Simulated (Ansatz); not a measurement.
The system is TiB.

```
Ti B
1.0
     6.12000    0.00000    0.00000
     0.00000    3.06000    0.00000
     0.00000    0.00000    4.56000
Ti B
4 4
Direct
  0.67700 0.25000 0.37700
  0.32300 0.75000 0.62300
  0.82300 0.75000 0.87700
  0.17700 0.25000 0.12300
  0.52900 0.25000 0.89700
  0.47100 0.75000 0.10300
  0.97100 0.75000 0.39700
  0.02900 0.25000 0.60300
```

- Program: Ansatz 0.2.0
- Task: relaxation of cell and atoms
- Functional: PBEsol
- Potentials or basis: Ansatz PAW
- Cutoff: 420 eV (not typed: the program's choice for these potentials)
- k mesh: 5 × 9 × 6
- Occupations: fermi-dirac, width 0.05 eV
- Spin: no spin polarisation

At the start: volume 10.67 Å³/atom.

Task: Where does the relaxation end?

Result: It ends after 7 steps and the volume is 10.40 Å³/atom (-2.6 %); space group Pnma (No. 62, to 0.05 Å).

The path:
| step | energy change (eV) | largest force (eV/Å) | volume (Å³) |
| --- | --- | --- | --- |
| 1 | 0.0000 | 0.2598 | 85.40 |
| 2 | -0.0434 | 0.1619 | 82.80 |
| 3 | -0.0492 | 0.0969 | 83.14 |
| 4 | -0.0493 | 0.0593 | 83.22 |
| 5 | -0.0505 | 0.0038 | 83.18 |
| 6 | -0.0505 | 0.0002 | 83.20 |
| 7 | -0.0491 | 0.0002 | 83.20 |

Final structure:
```yaml
crystal:
  lattice:
    - [6.05625, 0.00000, 0.00000]
    - [0.00000, 3.03439, 0.00000]
    - [0.00000, 0.00000, 4.52714]
  atoms:
    - { symbol: Ti, position: [0.67731, 0.25000, 0.37783] }
    - { symbol: Ti, position: [0.32269, 0.75000, 0.62217] }
    - { symbol: Ti, position: [0.82269, 0.75000, 0.87783] }
    - { symbol: Ti, position: [0.17731, 0.25000, 0.12217] }
    - { symbol: B, position: [0.53024, 0.25000, 0.90009] }
    - { symbol: B, position: [0.46976, 0.75000, 0.09991] }
    - { symbol: B, position: [0.96976, 0.75000, 0.40009] }
    - { symbol: B, position: [0.03024, 0.25000, 0.59991] }
```

Caveat: the plane-wave basis is chosen anew once the cell has moved, so the energies of steps on either side of that aren't comparable; the PAW data sets come from PBE, with cores solved anew for the run's functional, which leaves a small shift of forces and pressure.
